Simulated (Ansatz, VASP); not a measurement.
**Two plane-wave programs on Al**

```xyz
1
Lattice="0.0000 2.0240 1.9025 2.0240 0.0000 1.9025 2.0240 2.0240 0.0000" Properties=species:S:1:pos:R:3 pbc="T T T"
Al    0.0000    0.0000    0.0000
```

Change from the starting cell: strain -0.0600 x Voigt [0, 0, 1, 0, 0, 0], atoms carried along.

Alike in both runs: task single point; functional PBEsol; k mesh 20 × 20 × 20; occupations gaussian, width 0.15 eV; no spin polarisation.

|  | VASP | Ansatz |
| --- | --- | --- |
| version | VASP 6.6.1 | Ansatz 0.2.0 |
| potentials or method | VASP PAW PBE potentials, release 64 (Al) | scalar-relativistic, plane waves, PAW |
| plane-wave cutoff (eV) | 520 | 420 |
| valence electrons in the cell | 3 | 3 |

|  | VASP | Ansatz | Ansatz less VASP |
| --- | --- | --- | --- |
| gap on the k mesh at the Fermi level (eV) | none | none | - |
| pressure (GPa) | 3.7 | 3.6 | -0.08 |
| largest component of the traceless stress (GPa) | 2.81 | 2.80 | -0.015 |

A gap of «none» marks a metal or a gap that the smearing closes. With one functional, cell and mesh, what is left measures potentials, basis and numerics.

Caveats: the PAW data sets were made with another functional, which shifts forces and pressure a little (VASP).
